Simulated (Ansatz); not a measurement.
Before relaxation, clean slab, lower planes held (Sb, Pm-3m (No. 221), (1 1 0) face):

```
CELL_PARAMETERS angstrom
6.12295 0.00000 0.00000
0.00000 8.65916 0.00000
0.00000 0.00000 20.32958
ATOMIC_POSITIONS crystal
Sb 0.00000 0.25000 0.39352
Sb 0.00000 0.75000 0.39352
Sb 0.50000 0.25000 0.39352
Sb 0.50000 0.75000 0.39352
Sb 0.00000 0.50000 0.50000
Sb 0.00000 0.00000 0.50000
Sb 0.50000 0.50000 0.50000
Sb 0.50000 0.00000 0.50000
Sb 0.00000 0.75000 0.60648
Sb 0.00000 0.25000 0.60648
Sb 0.50000 0.75000 0.60648
Sb 0.50000 0.25000 0.60648
```

Method: Ansatz, DFT PBE+D3(BJ), scalar-relativistic, plane waves, PAW. Cutoff 420 eV; k points 3×2×1 on the computed 12-atom cell (Γ-centred); Gaussian smearing, width 0.10 eV; no spin polarisation. The cell repeats along c with a dipole correction in the vacuum.

Atoms 1, 2, 3, 4 (counted from 1) are held. The cell is fixed. Force threshold 0.03 eV/Å.

Problem. Where does it end?

Solution. The energy falls by 0.013 eV in 3 steps, to:

```
CELL_PARAMETERS angstrom
6.12295 0.00000 0.00000
0.00000 8.65916 0.00000
0.00000 0.00000 20.32958
ATOMIC_POSITIONS crystal
Sb 0.00000 0.25000 0.39352
Sb 0.00000 0.75000 0.39352
Sb 0.50000 0.25000 0.39352
Sb 0.50000 0.75000 0.39352
Sb 0.00000 0.50000 0.49874
Sb 0.00000 0.00000 0.49874
Sb 0.50000 0.50000 0.49874
Sb 0.50000 0.00000 0.49874
Sb 0.00000 0.75000 0.60393
Sb 0.00000 0.25000 0.60393
Sb 0.50000 0.75000 0.60393
Sb 0.50000 0.25000 0.60393
```

The reference crystal is the simple cubic form of Sb, which isn't its usual structure.